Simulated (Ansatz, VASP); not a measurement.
# Two plane-wave programs on Al

```
Al
1.0
     0.00000    1.66090    1.66090
     1.66090    0.00000    1.66090
     1.66090    1.66090    0.00000
Al
1
Direct
  0.00000 0.00000 0.00000
```

Change from the starting cell: volume scaled by 0.58, PAW files.

Alike in both runs: task single point; functional LDA; k mesh 16 × 16 × 16; occupations fermi-dirac, width 0.08 eV; no spin polarisation.

|  | VASP | Ansatz |
| --- | --- | --- |
| version | VASP 6.6.1 | Ansatz 0.2.0 |
| potentials or method | VASP PAW LDA potentials, release 64 (Al) | PAW with Ansatz's default frozen-core files, scalar-relativistic |
| plane-wave cutoff (eV) | 520 | 420 |
| valence electrons in the cell | 3 | 3 |

Ansatz gave:

```
pressure (GPa) : 147.0
```

Problem. Which values does VASP return?

Solution. Pressure (GPa): 148.7.

Caveats: the cell as given lies far from equilibrium; so large a pressure means that the cell lies far from this level's equilibrium, or that cutoff or potentials fall short (VASP).
